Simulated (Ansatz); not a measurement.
Here is an Ansatz 0.2.0 calculation.

Contents of input.yaml:

```yaml
crystal:
  lattice:
    - [0.0, 1.964776, 1.964776]
    - [1.964776, 0.0, 1.964776]
    - [1.964776, 1.964776, 0.0]
  atoms:
    - { symbol: Zn, position: [0.0, 0.0, 0.0], spin: 0.5, spin_axis: [1.0, 0.0, 0.0] }
kpoints:
  mp_grid: { grid: [9, 9, 9] }
scf:
  occupations: { method: fermi_dirac, width: 0.05 }
hamiltonian:
  xc: pbe
  dispersion: d3bj
  pseudopotentials: { kind: all_electron, lapw: { basis_error: 0.002 } }
magnetization:
  noncollinear: true
  spin_orbit: true
  magnetic_field: [0, 0, 100]
output:
  forces: true
  stress: true
  eigenvalues: true
```

Potentials or basis: all-electron LAPW, relativistic spinors.

The run is started by

```sh
$ ansatz run input.yaml --threads 1 --pin off --max-ram 2560MiB --backend cpu --events-out ev --progress --plain --runs-dir out
```

Problem. What does it give for the band gap on the k mesh?

Solution. None (metal or under the smearing width).

Problem. What does it give for the net moment?

Solution. 0.00 μB per cell.

Problem. What does it give for the pressure?

Solution. -4.3 GPa.

Problem. What does it give for the absolute moment?

Solution. 0.00 μB per cell.

Moments on the atoms (μB; x, y, z):
```
Zn  0.00 0.00 0.00
```

Caveat: pairwise dispersion overbinds metals, which lowers pressure and volume; the starting moments weren't kept.
